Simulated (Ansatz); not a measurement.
Crystal: N.

```
CELL_PARAMETERS angstrom
4.08406 0.00000 0.00000
0.00000 4.08406 0.00000
0.00000 0.00000 5.34591
ATOMIC_POSITIONS crystal
N 0.40428 0.59572 0.50000
N 0.09572 0.09572 0.00000
N 0.59572 0.40428 0.50000
N 0.90428 0.90428 0.00000
```

Base run:

* Program: Ansatz 0.2.0
* Functional: HSE06 form with a typed share of exact exchange
* Potentials or basis: Ansatz PAW
* Cutoff: 420 eV (not typed: the program's choice for these potentials)
* k mesh: 4 × 4 × 3
* Occupations: fermi-dirac, width 0.05 eV
* Spin: no spin polarisation

Its results: band gap on the k mesh 8.15 eV, indirect (least direct gap 8.35 eV); pressure -2.5 GPa; largest force 2.233 eV/Å.

**Question.** The run is repeated on the same cell with these changes: screening (1/å) from 0.6 to 0.2. What comes out?

**Answer.** Band gap on the k mesh 9.25 eV, indirect (least direct gap 9.46 eV); pressure -2.9 GPa; largest force 2.591 eV/Å.

Caveats: odd divisions of the mesh miss points on the zone boundary, where band edges often lie, so the gap on the mesh can be too wide; the PAW data sets come from PBE, with cores solved anew for the run's functional, which leaves a small shift of forces and pressure; forces of over 1 eV/Å show positions far from the minimum, so gaps and moduli don't describe the material at rest; the thresholds are loose for stress.

A k mesh can miss the band edges.
